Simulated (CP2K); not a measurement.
# CdTe (F-43m) in CP2K: notebook

The runs below take CdTe through atomic charges, with PBE, LDA, PBEsol.

Program: CP2K 2026.2. These are calculated values, not measurements. Logs are shortened: lines on timing, memory, paths and dates and some standing lists are left out, and cuts for length are marked.

**Measured values to compare with.**

A printed reference work, data compilation reports, for a bulk crystal of CdTe at 0 K: band gap 1.607 eV.

The results are compared with them further down.

**1. The crystal as given**

The structure is cubic, space group F-43m (No. 216). Conventional cell: a = 6.410 Å, b = 6.410 Å, c = 6.410 Å, α = 90.00°, β = 90.00°, γ = 90.00°. Around Te (site symmetry -43m) lie 4 Cd at 2.78 Å. Cd (site symmetry -43m) has 4 Te at 2.78 Å as nearest neighbours.

**2. Atomic charges, PBE**

cdte_charges.inp reads:

```
&GLOBAL
  PROJECT cdte_charges
  RUN_TYPE ENERGY_FORCE
  PRINT_LEVEL LOW
&END GLOBAL
&FORCE_EVAL
  METHOD QS
  STRESS_TENSOR ANALYTICAL
  &DFT
    BASIS_SET_FILE_NAME BASIS_MOLOPT_UZH
    POTENTIAL_FILE_NAME POTENTIAL_UZH
    &MGRID
      CUTOFF 675
      REL_CUTOFF 60
      NGRIDS 4
    &END MGRID
    &QS
      METHOD GPW
      EPS_DEFAULT 1.0E-10
    &END QS
    &KPOINTS
      SCHEME MONKHORST-PACK 7 7 7
      GAMMA_CENTERED T
      SYMMETRY T
      SYMMETRY_BACKEND SPGLIB
    &END KPOINTS
    &SCF
      SCF_GUESS ATOMIC
      EPS_SCF 1.0E-6
      MAX_SCF 100
      ADDED_MOS 10
      CHOLESKY OFF
      EPS_EIGVAL 1.0E-7
      &DIAGONALIZATION ON
        ALGORITHM STANDARD
      &END DIAGONALIZATION
      &MIXING ON
        METHOD BROYDEN_MIXING
        ALPHA 0.4
        BETA 1.5
        NBUFFER 8
      &END MIXING
      &SMEAR ON
        METHOD FERMI_DIRAC
        ELECTRONIC_TEMPERATURE [K] 580.226
      &END SMEAR
    &END SCF
    &XC
      &XC_FUNCTIONAL
        &GGA_X_PBE
        &END GGA_X_PBE
        &GGA_C_PBE
        &END GGA_C_PBE
      &END XC_FUNCTIONAL
    &END XC
    &PRINT
      &KPOINTS ON
      &END KPOINTS
      &MULLIKEN ON
      &END MULLIKEN
      &MO ON
        ENERGIES T
        OCCUPATION_NUMBERS T
        &EACH
          QS_SCF 0
        &END EACH
        ADD_LAST NUMERIC
      &END MO
      &LOWDIN ON
      &END LOWDIN
      &HIRSHFELD ON
        SHAPE_FUNCTION DENSITY
      &END HIRSHFELD
      &VORONOI ON
        VORONOI_RADII VDW
      &END VORONOI
      &E_DENSITY_CUBE ON
        STRIDE 1
      &END E_DENSITY_CUBE
      &V_HARTREE_CUBE ON
        STRIDE 1
      &END V_HARTREE_CUBE
      &ELF_CUBE ON
        STRIDE 1
      &END ELF_CUBE
    &END PRINT
  &END DFT
  &SUBSYS
    &CELL
      A 4.5325544674 0.0000000000 0.0000000000
      B 2.2662772337 3.9253073128 0.0000000000
      C 2.2662772337 1.3084357709 3.7008152255
      PERIODIC XYZ
    &END CELL
    &COORD
      Te  6.7988317011 3.9253073128 2.7756114191
      Cd  0.0000000000 0.0000000000 0.0000000000
    &END COORD
    &KIND Te
      BASIS_SET TZVP-MOLOPT-PBE-GTH-q6
      POTENTIAL GTH-PBE-q6
    &END KIND
    &KIND Cd
      BASIS_SET TZVP-MOLOPT-PBE-GTH-q12
      POTENTIAL GTH-PBE-q12
    &END KIND
    &PRINT
      &ATOMIC_COORDINATES ON
      &END ATOMIC_COORDINATES
      &CELL ON
      &END CELL
    &END PRINT
  &END SUBSYS
  &PRINT
    &FORCES ON
    &END FORCES
    &STRESS_TENSOR ON
    &END STRESS_TENSOR
  &END PRINT
&END FORCE_EVAL
```

Potentials or basis: POTENTIAL_UZH Te GTH-PBE-q6, Cd GTH-PBE-q12; TZVP-MOLOPT-PBE-GTH basis.

Started as:

```bash
> OMP_NUM_THREADS=1 cp2k.psmp -i cdte_charges.inp -o cdte_charges.out
```

cdte_charges.out:

```text

 CP2K| version string:                                       CP2K version 2026.2
 CP2K| Input file name                                          cdte_charges.inp

 GLOBAL| Force Environment number                                              1
 GLOBAL| Basis set file name                                    BASIS_MOLOPT_UZH
 GLOBAL| Potential file name                                       POTENTIAL_UZH
 GLOBAL| MM Potential file name                                     MM_POTENTIAL
 GLOBAL| Coordinate file name                                      __STD_INPUT__
 GLOBAL| Method name                                                        CP2K
 GLOBAL| Project name                                               cdte_charges
 GLOBAL| Run type                                                   ENERGY_FORCE
 GLOBAL| FFT library                                                       FFTW3
[... 8 lines left out ...]
 GLOBAL| CPU model name                                                  UNKNOWN

 CELL| Volume [angstrom^3]:                                            65.843680
 CELL| Vector a [angstrom]:       4.533     0.000     0.000   |a| =     4.532554
 CELL| Vector b [angstrom]:       2.266     3.925     0.000   |b| =     4.532554
 CELL| Vector c [angstrom]:       2.266     1.308     3.701   |c| =     4.532554
 CELL| Angle (b,c), alpha [degree]:                                    60.000000
 CELL| Angle (a,c), beta  [degree]:                                    60.000000
 CELL| Angle (a,b), gamma [degree]:                                    60.000000
 CELL| Numerically orthorhombic:                                              NO
 CELL| Periodicity                                                           XYZ

 CELL_REF| Volume [angstrom^3]:                                        65.843680
 CELL_REF| Vector a [angstrom     4.533     0.000     0.000   |a| =     4.532554
 CELL_REF| Vector b [angstrom     2.266     3.925     0.000   |b| =     4.532554
 CELL_REF| Vector c [angstrom     2.266     1.308     3.701   |c| =     4.532554
 CELL_REF| Angle (b,c), alpha [degree]:                                60.000000
 CELL_REF| Angle (a,c), beta  [degree]:                                60.000000
 CELL_REF| Angle (a,b), gamma [degree]:                                60.000000
 CELL_REF| Numerically orthorhombic:                                          NO
 CELL_REF| Periodicity                                                       XYZ
[... 10 lines left out ...]

  Total number of            - Atomic kinds:                                   2
                             - Atoms:                                          2
                             - Shell sets:                                     2
                             - Shells:                                        17
                             - Primitive Cartesian functions:                  9
                             - Cartesian basis functions:                     58
                             - Spherical basis functions:                     51

  Maximum angular momentum of- Orbital basis functions:                        3
                             - Local part of the GTH pseudopotential:          0
                             - Non-local part of the GTH pseudopotential:      4

 MODULE QUICKSTEP: ATOMIC COORDINATES IN ANGSTROM
[... 102 lines left out ...]
  Core Hamiltonian energy:                                     27.71066228607473
  Hartree energy:                                              18.01296395350403
  Exchange-correlation energy:                                 -8.46757862161079
  Electronic entropic energy:                                  -0.00000006221133
  Fermi energy:                                                 0.14389108385651

  Total energy:                                               -54.26307688960997
  Total energy (extrapolated to T->0):                        -54.26307685850431

 MO| EIGENVALUES AND OCCUPATION NUMBERS FOR K POINT 1
 MO|
 MO|  Index      Eigenvalue [a.u.]        Eigenvalue [eV]             Occupation
 MO|      1              -0.276447              -7.522505               2.000000
 MO|      2              -0.181639              -4.942649               2.000000
 MO|      3              -0.181639              -4.942648               2.000000
 MO|      4              -0.173120              -4.710837               2.000000
 MO|      5              -0.173120              -4.710837               2.000000
 MO|      6              -0.161828              -4.403552               2.000000
[... 343 lines left out ...]
 MO|     18               0.708368              19.275675               0.000000
 MO|     19               0.708371              19.275746               0.000000
 MO| Sum:                                                              18.000000
 MO| E(Fermi):            0.143891 a.u.          3.915476 eV

 [... the levels of further k-points ...]

 The electron density is written in Cube    file format to the file:

 cdte_charges-ELECTRON_DENSITY-1_0.cube

 !-----------------------------------------------------------------------------!
                     Mulliken Population Analysis

 #  Atom  Element  Kind  Atomic population                           Net charge
       1     Te       1          6.626992                             -0.626992
       2     Cd       2         11.373008                              0.626992
 # Total charge                             18.000000                 -0.000000

 !-----------------------------------------------------------------------------!

 !-----------------------------------------------------------------------------!
                           Hirshfeld Charges

  #Atom  Element  Kind  Ref Charge     Population                    Net charge
      1       Te     1       6.000          6.197                        -0.197
      2       Cd     2      12.000         11.803                         0.197

  Total Charge                                                           -0.000
 !-----------------------------------------------------------------------------!

 VORONOI| Collecting electron density from MPI ranks and sending to library...
 VORONOI| Voronoi integration finished.

 LOWDIN POPULATION ANALYSIS

 #  Atom  Element  Kind  Atomic population                           Net charge
       1     Te       1          4.420247                              1.579753
       2     Cd       2         13.579753                             -1.579753
 # Total charge                             18.000000                 -0.000000

               ----- ELF is computed on the real space grid -----

 ELF is written in Cube    file format to the file:

 cdte_charges-ELF_S1-1_0.cube

 ENERGY| Total FORCE_EVAL ( QS ) energy [hartree]            -54.263075720425981

 FORCES| Atomic forces [hartree/bohr]
 FORCES|   Atom     x               y               z               |f|
 FORCES|      1 -2.85387667E-10 -2.71534947E-08 -1.23279329E-08   2.98223348E-08
 FORCES|      2  1.84033837E-10  2.70950146E-08  1.22867939E-08   2.97512855E-08
 FORCES| Sum    -1.01353831E-10 -5.84801358E-11 -4.11390418E-11
 FORCES| Total atomic force                                       1.24036067E-10

 STRESS| Analytical stress tensor [bar]
 STRESS|                        x                   y                   z
 STRESS|      x        4.85873211672E+04   1.50268065528E-03   5.86262453009E-03
 STRESS|      y        1.50268065528E-03   4.85873191086E+04   9.87278335035E-02
 STRESS|      z        5.86262453009E-03   9.87278335035E-02   4.85872531030E+04
 STRESS| 1/3 Trace                                             4.85872977929E+04
 STRESS| Determinant                                           1.14701273207E+14

 STRESS| Eigenvectors and eigenvalues of the analytical stress tensor [bar]
 STRESS|                        1                   2                   3
 STRESS| Eigenvalues   4.85871818998E+04   4.85873209638E+04   4.85873905152E+04
 STRESS|      x          -0.027865343289      0.997370151766      0.066905179247
 STRESS|      y          -0.583633384840     -0.070571336232      0.808944842745
 STRESS|      z           0.811539028479     -0.016506570482      0.584065012123
```

voronoi:

```text
 2
# Step        0,  Time       0.0000 fs
# Cell         4.5325544674        0.0000000000        0.0000000000        2.2662772337        3.9253073128        0.0000000000        2.2662772337        1.3084357709        3.7008152255
# Atom     Z              Radius         Position(X)         Position(Y)         Position(Z)      Voronoi_Volume              Z(eff)              Charge           Dipole(X)           Dipole(Y)           Dipole(Z)     ChargeCenter(X)     ChargeCenter(Y)     ChargeCenter(Z)      Quadrupole(XX)      Quadrupole(XY)      Quadrupole(XZ)      Quadrupole(YX)      Quadrupole(YY)      Quadrupole(YZ)      Quadrupole(ZX)      Quadrupole(ZY)      Quadrupole(ZZ)
     1    52        2.0600000000        6.7988317011        3.9253073128        2.7756114191       48.8571113357        6.0000000000       -1.3368329608        0.2858000519        0.1168012454        0.3867839446       -0.0003895414       -0.0001591985       -0.0005271811       -0.0483297014        0.0000203058        0.0000143202        0.0000203058       -0.0482617708       -0.0000250704        0.0000143202       -0.0000250704       -0.0481943444
     2    48        1.5800000000        0.0000000000        0.0000000000        0.0000000000       16.9865697838       12.0000000000        1.3368329624        0.5708982826       -0.7022621848       -0.7739605903       -0.0005353928        0.0006585869        0.0007258262       -0.0214679165       -0.0000003674       -0.0000002449       -0.0000003674       -0.0214695465        0.0000005009       -0.0000002449        0.0000005009       -0.0214715452
```

Run time: 24 s. Hardware: 1 thread of Arm Neoverse V2, shared host; peak memory 0.41 GiB.

Results:

- Free energy: -1476.5734 eV
- Pressure: 4.9 GPa
- Band gap on the k mesh: 0.88 eV, direct
- Mulliken charges: Te -0.63; Cd +0.63 e
- Hirshfeld charges: Te -0.20; Cd +0.20 e
- Voronoi charges: Te -1.34; Cd +1.34 e

Levels at points of the mesh, in eV from the valence-band top:
```csv
k point,band 7,band 8,band 9,band 10,band 11,band 12
"(0.00, 0.00, 0.00)",0.00,0.00,0.00,0.88,4.78,4.78
```

Caveat: Mulliken charges move with the basis; spin-orbit coupling is left out, which moves the levels of the heavy elements; the basis of atomic orbitals isn't converged, which shifts pressures, moduli and gaps.

(Part 1 of 2 ends here.)
